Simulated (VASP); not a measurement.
**ZrO2: band structure with PBE**

The system is ZrO2.

```xyz
3
Lattice="0.0000 2.5581 2.5581 2.5581 0.0000 2.5581 2.5581 2.5581 0.0000" Properties=species:S:1:pos:R:3 pbc="T T T"
Zr    0.0000    0.0000    0.0000
O     1.2790    1.2790    1.2790
O     3.8371    3.8371    3.8371
```

The cell was built by a generator and needn't be a form met in nature.

```
Program                : VASP 6.6.1
Task                   : band structure
Functional             : PBE
Potentials or basis    : VASP PAW PBE potentials, release 64 (Zr_sv, O)
Cutoff                 : 520 eV
k mesh                 : 10 × 10 × 10
Occupations            : gaussian, width 0.02 eV
Spin                   : no spin polarisation
Further INCAR settings : ALGO = Fast; EDIFF = 1e-06; NBANDS = 19
```

```
Pressure                : 0.3 GPa
Band gap on the k mesh  : 3.31 eV, indirect (least direct gap 3.74 eV)
Band gap along the path : 3.31 eV, indirect (least direct gap 3.74 eV)
```

Levels at the corners of the path, in eV from the valence-band top:
| point | band 8 | band 9 | band 10 | band 11 | band 12 | band 13 | band 14 | band 15 | band 16 | band 17 |
| --- | --- | --- | --- | --- | --- | --- | --- | --- | --- | --- |
| Γ | -5.14 | -5.14 | -0.53 | -0.53 | -0.53 | 3.31 | 3.31 | 6.47 | 9.18 | 9.18 |
| X | -3.12 | -3.12 | -1.49 | -1.49 | 0.00 | 3.74 | 4.66 | 5.69 | 7.15 | 7.15 |
| X | -3.12 | -3.12 | -1.49 | -1.49 | 0.00 | 3.74 | 4.66 | 5.69 | 7.15 | 7.15 |
| W | -4.60 | -2.35 | -2.35 | -1.36 | -0.20 | 4.37 | 4.50 | 6.16 | 6.16 | 7.28 |
| W | -4.60 | -2.35 | -2.35 | -1.36 | -0.20 | 4.37 | 4.50 | 6.16 | 6.16 | 7.28 |
| K | -3.57 | -3.04 | -2.17 | -1.20 | -0.33 | 3.97 | 4.66 | 6.03 | 6.57 | 7.41 |
| K | -3.57 | -3.04 | -2.17 | -1.20 | -0.33 | 3.97 | 4.66 | 6.03 | 6.57 | 7.41 |
| Γ | -5.14 | -5.14 | -0.53 | -0.53 | -0.53 | 3.31 | 3.31 | 6.47 | 9.18 | 9.18 |
| Γ | -5.14 | -5.14 | -0.53 | -0.53 | -0.53 | 3.31 | 3.31 | 6.47 | 9.18 | 9.18 |
| L | -4.14 | -2.50 | -2.46 | -1.63 | -1.63 | 3.93 | 3.93 | 5.95 | 8.30 | 8.30 |
| L | -4.14 | -2.50 | -2.46 | -1.63 | -1.63 | 3.93 | 3.93 | 5.95 | 8.30 | 8.30 |
| U | -3.57 | -3.04 | -2.17 | -1.20 | -0.33 | 3.97 | 4.66 | 6.03 | 6.57 | 7.41 |
| U | -3.57 | -3.04 | -2.17 | -1.20 | -0.33 | 3.97 | 4.66 | 6.03 | 6.57 | 7.41 |
| W | -4.60 | -2.35 | -2.35 | -1.36 | -0.20 | 4.37 | 4.50 | 6.16 | 6.16 | 7.28 |
| W | -4.60 | -2.35 | -2.35 | -1.36 | -0.20 | 4.37 | 4.50 | 6.16 | 6.16 | 7.28 |
| L | -4.14 | -2.50 | -2.46 | -1.63 | -1.63 | 3.93 | 3.93 | 5.95 | 8.30 | 8.30 |
| L | -4.14 | -2.50 | -2.46 | -1.63 | -1.63 | 3.93 | 3.93 | 5.95 | 8.30 | 8.30 |
| K | -3.57 | -3.04 | -2.17 | -1.20 | -0.33 | 3.97 | 4.66 | 6.03 | 6.57 | 7.41 |
| U | -3.57 | -3.04 | -2.17 | -1.20 | -0.33 | 3.97 | 4.66 | 6.03 | 6.57 | 7.41 |
| X | -3.12 | -3.12 | -1.49 | -1.49 | 0.00 | 3.74 | 4.66 | 5.69 | 7.15 | 7.15 |

It took 100 s on 1 thread of Intel(R) Xeon(R) Platinum 8488C (Sapphire Rapids), on a shared host, peak memory 0.19 GiB.

As with any semilocal functional, this PBE gap is likely too small.
